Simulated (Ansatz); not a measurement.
Crystal: Pd.

```xyz
1
Lattice="-1.5723 1.5723 1.5723 1.5723 -1.5723 1.5723 1.5723 1.5723 -1.5723" Properties=species:S:1:pos:R:3 pbc="T T T"
Pd    0.0000    0.0000    0.0000
```

This isn't the form of Pd at room conditions, which is fcc.

| Property | Result |
| --- | --- |
| Program | Ansatz 0.2.0 |
| Task | relaxation of cell and atoms |
| Functional | RPBE |
| Potentials or basis | Ansatz PAW |
| Cutoff | 420 eV (not typed: the program's choice for these potentials) |
| k mesh | 12 × 12 × 12 |
| Occupations | fermi-dirac, width 0.05 eV |
| Spin | no spin polarisation |

At the start: volume 15.55 Å³/atom.

Q: Where does the relaxation end?

A: It ends after 5 steps and the volume is 15.89 Å³/atom (+2.2 %); space group Im-3m (No. 229, to 0.05 Å).

Step by step:
| step | energy change (eV) | largest force (eV/Å) | volume (Å³) |
| --- | --- | --- | --- |
| 1 | 0.0000 | 0.0000 | 15.55 |
| 2 | -0.0018 | 0.0000 | 16.12 |
| 3 | -0.0033 | 0.0000 | 15.90 |
| 4 | -0.0034 | 0.0000 | 15.89 |
| 5 | -0.0035 | 0.0000 | 15.89 |

Final structure:
```xyz
1
Lattice="-1.5838 1.5838 1.5838 1.5838 -1.5838 1.5838 1.5838 1.5838 -1.5838" Properties=species:S:1:pos:R:3 pbc="T T T"
Pd    0.0000    0.0000    0.0000
```

Caveat: the plane-wave basis is chosen anew once the cell has moved, so the energies of steps on either side of that aren't comparable; the PAW data sets come from PBE, with cores solved anew for the run's functional, which leaves a small shift of forces and pressure.
